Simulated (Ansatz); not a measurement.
The system is CsH.

```xyz
2
Lattice="0.0000 3.1880 3.1880 3.1880 0.0000 3.1880 3.1880 3.1880 0.0000" Properties=species:S:1:pos:R:3 pbc="T T T"
Cs    0.0000    0.0000    0.0000
H     3.1880    3.1880    3.1880
```

Base run:

```yaml
Program: Ansatz 0.2.0
Functional: r2SCAN
Potentials_or_basis: Ansatz PAW
Cutoff: "500 eV (not typed: the program's choice for these potentials)"
k_mesh: 7 × 7 × 7
Occupations: fermi-dirac, width 0.05 eV
Spin: no spin polarisation
```

Its results: band gap on the k mesh 2.91 eV, direct; pressure 0.0 GPa.

The run is repeated on the same cell with these changes: functional from r2SCAN to LDA; cutoff from 500 eV (not typed: the program's choice for these potentials) to 420 eV (not typed: the program's choice for these potentials). What comes out?

Band gap on the k mesh 2.24 eV, direct; pressure -1.3 GPa.

r2SCAN gives the wider gap, since meta-GGAs in the generalised Kohn-Sham scheme recover part of the derivative discontinuity.

Caveats: the k mesh misses the band edges, so the gap on the mesh is wider than the one along the path; spin-orbit coupling is left out, which moves the levels of the heavy elements; the PAW data sets come from PBE, with cores solved anew for the run's functional, which leaves a small shift of forces and pressure.
